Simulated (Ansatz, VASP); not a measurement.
## Two plane-wave programs on Al

```
Al
1.0
     2.81246    0.00000    0.00000
    -1.40623    2.43566    0.00000
     0.00000    0.00000    4.86685
Al
2
Direct
  0.66667 0.33333 0.75000
  0.33333 0.66667 0.25000
```

This isn't the form of Al at room conditions, which is fcc.

Alike in both runs: task single point; functional LDA; k mesh 21 × 21 × 12; occupations gaussian, width 0.15 eV; no spin polarisation.

```csv
,VASP,Ansatz
version,VASP 6.6.1,Ansatz 0.2.0
potentials or method,"VASP PAW LDA potentials, release 64 (Al)","scalar-relativistic, plane waves, PAW"
plane-wave cutoff (eV),520,420
valence electrons in the cell,6,6
```

|  | VASP | Ansatz | Ansatz less VASP |
| --- | --- | --- | --- |
| gap on the k mesh at the Fermi level (eV) | none | none | - |
| pressure (GPa) | -2.9 | -3.0 | -0.06 |
| largest component of the traceless stress (GPa) | 1.76 | 1.74 | -0.015 |

A gap of «none» marks a metal or a gap that the smearing closes.
